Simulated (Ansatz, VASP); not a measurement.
## Two plane-wave programs on NaH

Contents of INCAR:

```
PREC     = Accurate       # precision mode
ENCUT    = 520            # plane-wave cutoff, eV
EDIFF    = 1E-6           # SCF threshold, eV
ISMEAR   = 0              # smearing method
SIGMA    = 0.02           # smearing width, eV
LREAL    = False          # projectors in reciprocal space
LASPH    = True           # aspherical terms in the spheres
NELM     = 80             # most SCF steps
ALGO     = Normal         # electronic algorithm
ISIF     = 2              # what is computed and relaxed
LWAVE    = False          # write WAVECAR
LCHARG   = False          # write CHGCAR
GGA      = PS             # functional
NBANDS   = 11             # bands
```

Contents of KPOINTS:

```
Automatic mesh
0
Gamma
  8 8 8
```

The input POSCAR:

```
NaH
1.0
   -0.0019764000      2.4836272000      2.5016344000
    2.4899468000     -0.0089060000      2.5085640000
    2.4800160000      2.4806260000      0.0010248000
Na H
1 1
Direct
   -0.0475676230      0.0229774590      0.0308176230
    0.5475676230      0.4770225410      0.4691823770
```

Input for Ansatz:

```yaml
crystal:
  lattice:
    - [-0.0019764, 2.4836272, 2.5016344]
    - [2.4899468, -0.008906, 2.508564]
    - [2.480016, 2.480626, 0.0010248]
  atoms:
    - { symbol: Na, position: [-0.047567623, 0.022977459, 0.030817623] }
    - { symbol: H, position: [0.547567623, 0.477022541, 0.469182377] }
basis:
  ecutwfc: 420
kpoints:
  mp_grid: { grid: [8, 8, 8] }
hamiltonian:
  xc: pbesol
scf:
  occupations: { method: gaussian, width: 0.02 }
output:
  forces: true
  stress: true
  eigenvalues: true
  populations: true
```

Change from the starting cell: all atoms moved at random, cell strained at random.

Alike in both runs: task single point; functional PBEsol; k mesh 8 × 8 × 8; occupations gaussian, width 0.02 eV; no spin polarisation.

|  | VASP | Ansatz |
| --- | --- | --- |
| version | VASP 6.6.1 | Ansatz 0.2.0 |
| potentials or method | VASP PAW PBE potentials, release 64 (Na_pv, H) | scalar-relativistic, plane waves, PAW |
| plane-wave cutoff (eV) | 520 | 420 |
| valence electrons in the cell | 8 | 10 |

Ansatz gave:

* gap on the k mesh at the Fermi level (eV): 3.40
* least direct gap on the mesh (eV): 4.24
* pressure (GPa): -1.7
* largest component of the traceless stress (GPa): 1.02
* rms of the force components (eV/Å): 0.123

Which values does VASP return?

gap on the k mesh at the Fermi level (eV): 3.39; least direct gap on the mesh (eV): 4.24; pressure (GPa): -1.7; largest component of the traceless stress (GPa): 1.03; rms of the force components (eV/Å): 0.125.

Atom by atom the forces differ by 0.002 eV/Å (rms over components). The functional is the same, so the differences come from potentials, cutoffs and numerics. The two sets of potentials don't hold the same shells in valence.

Caveats: the PAW data sets were made with another functional, which shifts forces and pressure a little (VASP). A k mesh can miss the band edges.
